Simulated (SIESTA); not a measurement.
# AlNi3 (Pm-3m) in SIESTA: notebook, part 2 of 2

SIESTA 5.4.2. The steps go on from the part before.

### Step 3. Single point, LDA, collinear spin, ferromagnetic start, 10.49 Å³/atom

Contents of AlNi3.fdf:

```
SystemName                      AlNi3
SystemLabel                     AlNi3
NumberOfSpecies                 2
NumberOfAtoms                   4
%block ChemicalSpeciesLabel
  1  28 Ni
  2  13 Al
%endblock ChemicalSpeciesLabel

LatticeConstant                 1.0 Ang
%block LatticeVectors
     3.4754400422     0.0000000000     0.0000000000
     0.0000000000     3.4754400422     0.0000000000
     0.0000000000     0.0000000000     3.4754400422
%endblock LatticeVectors
AtomicCoordinatesFormat         Fractional
%block AtomicCoordinatesAndAtomicSpecies
     0.5000000000     0.5000000000     0.0000000000  1  Ni
     0.5000000000     0.0000000000     0.5000000000  1  Ni
     0.0000000000     0.5000000000     0.5000000000  1  Ni
     0.0000000000     0.0000000000     0.0000000000  2  Al
%endblock AtomicCoordinatesAndAtomicSpecies

%block kgrid.MonkhorstPack
    6   0   0  0.0
    0   6   0  0.0
    0   0   6  0.0
%endblock kgrid.MonkhorstPack
XC.Functional                   LDA
XC.Authors                      PW92
PAO.BasisSize                   DZP
PAO.EnergyShift                 0.003 Ry
Mesh.Cutoff                     800 Ry
Spin                            polarized
%block DM.InitSpin
    1   1.000
    2   1.000
    3   1.000
    4   0.000
%endblock DM.InitSpin
OccupationFunction              FD
ElectronicTemperature           0.05 eV
MaxSCFIterations                200
SCF.MustConverge                false
SCF.Mixer.Method                Pulay
SCF.Mixer.Weight                0.1
SCF.Mixer.History               10
SCF.DM.Tolerance                5.0e-05
SCF.H.Tolerance                 1.0e-03 eV
WriteForces                     true
Charge.Mulliken                 end
%block PAO.Basis
  Ni 5
  n=3 0 2
    2.442 0.000
  n=4 0 2
    7.025 0.000
  n=3 1 2
    2.721 0.000
  n=4 1 1
    7.025
  n=3 2 2
    4.458 0.000
%endblock PAO.Basis
```

Potentials or basis: PseudoDojo 0.4 standard (LDA files), DZP (energy shift 0.003 Ry; two zetas on semicore shells).

Started as:

```bash
$ siesta < AlNi3.fdf > AlNi3.out 2>&1
```

Run time: 3.8 min. Hardware: 1 thread of Intel Xeon 6975P-C (Granite Rapids), shared host; peak memory 0.5 GiB.

The run converged. Its results:

| Item | Value |
| --- | --- |
| Free energy | -13752.2597 eV |
| Pressure | -0.2 GPa |
| Band gap on the k mesh | none (metal or under the smearing width) |
| Net moment | 0.51 μB per cell |
| Site moments | Ni +0.18; Al -0.02 μB |

Caveat: short orbitals over semicore shells can move pressures by several GPa; the basis of atomic orbitals isn't converged, which shifts pressures, moduli and gaps.

### Step 4. Single point, LDA, collinear spin, ferromagnetic start, 10.71 Å³/atom

AlNi3.fdf, as its differences from that of step 3:

```diff
@@ -11,5 +11,5 @@
 %block LatticeVectors
-     3.4754400422     0.0000000000     0.0000000000
-     0.0000000000     3.4754400422     0.0000000000
-     0.0000000000     0.0000000000     3.4754400422
+     3.4994093517     0.0000000000     0.0000000000
+     0.0000000000     3.4994093517     0.0000000000
+     0.0000000000     0.0000000000     3.4994093517
 %endblock LatticeVectors
```

Started as:

```bash
$ siesta < AlNi3.fdf > AlNi3.out 2>&1
```

Run time: 3.3 min. Hardware: 1 thread of Intel Xeon 6975P-C (Granite Rapids), shared host; peak memory 0.49 GiB.

It converged, with:

| Quantity | Value |
| --- | --- |
| Free energy | -13752.2468 eV |
| Pressure | -4.6 GPa |
| Band gap on the k mesh | none (metal or under the smearing width) |
| Net moment | 0.54 μB per cell |
| Site moments | Ni +0.19; Al -0.03 μB |

Caveat: short orbitals over semicore shells can move pressures by several GPa; the basis of atomic orbitals isn't converged, which shifts pressures, moduli and gaps.

### Step 5. Single point, LDA, collinear spin, ferromagnetic start, 10.93 Å³/atom

AlNi3.fdf, as its differences from that of step 4:

```diff
@@ -11,5 +11,5 @@
 %block LatticeVectors
-     3.4994093517     0.0000000000     0.0000000000
-     0.0000000000     3.4994093517     0.0000000000
-     0.0000000000     0.0000000000     3.4994093517
+     3.5230547267     0.0000000000     0.0000000000
+     0.0000000000     3.5230547267     0.0000000000
+     0.0000000000     0.0000000000     3.5230547267
 %endblock LatticeVectors
```

Started as:

```bash
$ siesta AlNi3.fdf > AlNi3.out 2>&1
```

Run time: 3.7 min. Hardware: 1 thread of Intel Xeon 6975P-C (Granite Rapids), shared host; peak memory 0.49 GiB.

It converged, with:

```
Free energy            : -13752.2102 eV
Pressure               : -8.6 GPa
Band gap on the k mesh : none (metal or under the smearing width)
Net moment             : 0.56 μB per cell
Site moments           : Ni +0.20; Al -0.03 μB
```

Caveat: short orbitals over semicore shells can move pressures by several GPa; the basis of atomic orbitals isn't converged, which shifts pressures, moduli and gaps.

### Step 6. Single point, LDA, collinear spin, ferromagnetic start, 11.15 Å³/atom

AlNi3.fdf, as its differences from that of step 5:

```diff
@@ -11,5 +11,5 @@
 %block LatticeVectors
-     3.5230547267     0.0000000000     0.0000000000
-     0.0000000000     3.5230547267     0.0000000000
-     0.0000000000     0.0000000000     3.5230547267
+     3.5463868949     0.0000000000     0.0000000000
+     0.0000000000     3.5463868949     0.0000000000
+     0.0000000000     0.0000000000     3.5463868949
 %endblock LatticeVectors
```

Potentials or basis: PseudoDojo 0.4 standard (LDA files), DZP (energy shift 0.003 Ry; two zetas on semicore shells).

Started as:

```bash
$ siesta AlNi3.fdf > AlNi3.out 2>&1
```

It took 4.5 min on 1 thread of Intel Xeon 6975P-C (Granite Rapids), shared host; peak memory 0.53 GiB.

The run converged. Its results:

```
Free energy            : -13752.1544 eV
Pressure               : -11.9 GPa
Band gap on the k mesh : none (metal or under the smearing width)
Net moment             : 0.58 μB per cell
Site moments           : Ni +0.20; Al -0.03 μB
```

Caveat: short orbitals over semicore shells can move pressures by several GPa; the basis of atomic orbitals isn't converged, which shifts pressures, moduli and gaps.

### Step 7. Single point, LDA, collinear spin, ferromagnetic start, 11.37 Å³/atom

AlNi3.fdf, as its differences from that of step 6:

```diff
@@ -11,5 +11,5 @@
 %block LatticeVectors
-     3.5463868949     0.0000000000     0.0000000000
-     0.0000000000     3.5463868949     0.0000000000
-     0.0000000000     0.0000000000     3.5463868949
+     3.5694160265     0.0000000000     0.0000000000
+     0.0000000000     3.5694160265     0.0000000000
+     0.0000000000     0.0000000000     3.5694160265
 %endblock LatticeVectors
```

Started as:

```bash
$ siesta AlNi3.fdf > AlNi3.out 2>&1
```

Run time: 3.9 min. Hardware: 1 thread of Intel Xeon 6975P-C (Granite Rapids), shared host; peak memory 0.53 GiB.

Results (log left out):

| Property | Result |
| --- | --- |
| Free energy | -13752.0807 eV |
| Pressure | -15.0 GPa |
| Band gap on the k mesh | none (metal or under the smearing width) |
| Net moment | 0.60 μB per cell |
| Site moments | Ni +0.21; Al -0.04 μB |

Caveat: short orbitals over semicore shells can move pressures by several GPa; the basis of atomic orbitals isn't converged, which shifts pressures, moduli and gaps.

### Step 8. Single point, LDA, collinear spin, ferromagnetic start, 11.59 Å³/atom

AlNi3.fdf, as its differences from that of step 7:

```diff
@@ -11,5 +11,5 @@
 %block LatticeVectors
-     3.5694160265     0.0000000000     0.0000000000
-     0.0000000000     3.5694160265     0.0000000000
-     0.0000000000     0.0000000000     3.5694160265
+     3.5921517734     0.0000000000     0.0000000000
+     0.0000000000     3.5921517734     0.0000000000
+     0.0000000000     0.0000000000     3.5921517734
 %endblock LatticeVectors
```

Started as:

```bash
$ siesta AlNi3.fdf > AlNi3.out 2>&1
```

It took 3.8 min on 1 thread of Intel Xeon 6975P-C (Granite Rapids), shared host; peak memory 0.52 GiB.

Results (log left out):

```
Free energy            : -13751.9915 eV
Pressure               : -17.6 GPa
Band gap on the k mesh : none (metal or under the smearing width)
Net moment             : 0.62 μB per cell
Site moments           : Ni +0.22; Al -0.04 μB
```

Caveat: short orbitals over semicore shells can move pressures by several GPa; the basis of atomic orbitals isn't converged, which shifts pressures, moduli and gaps.

### Step 9. Equation of state, LDA, collinear spin, ferromagnetic start

Potentials or basis: PseudoDojo 0.4 standard (LDA files), DZP (energy shift 0.003 Ry; two zetas on semicore shells).

No new run: the results of the series are fitted here.

Results:

```
Equilibrium volume                      : 10.48 Å³/atom
Bulk modulus                            : 226 GPa
Pressure derivative of the bulk modulus : 5.0
```

Energy against volume, from the lowest point:
| volume (Å³/atom) | energy (meV/atom) |
| --- | --- |
| 10.276 | 2.95 |
| 10.495 | 0.00 |
| 10.713 | 3.21 |
| 10.932 | 12.38 |
| 11.151 | 26.33 |
| 11.369 | 44.75 |
| 11.588 | 67.05 |

Caveat: short orbitals over semicore shells can move pressures by several GPa; the basis of atomic orbitals isn't converged, which shifts pressures, moduli and gaps.

### Step 10. The reference run

An earlier run on the cell as given: functional PBE; potentials or basis PseudoDojo 0.4 standard (PBE files); basis DZP (energy shift 0.003 Ry; two zetas on semicore shells); grid cutoff 800 Ry; energy shift 0.003 Ry; k mesh 8 × 8 × 8; occupations fermi-dirac, width 0.05 eV; collinear spin, ferromagnetic start; starting moments [1.0, 1.0, 1.0, 0.0] μB.

- Pressure: 5.7 GPa
- Band gap on the k mesh: none (metal or under the smearing width)
- Net moment: 0.69 μB per cell
- Site moments: Ni +0.25; Al -0.06 μB
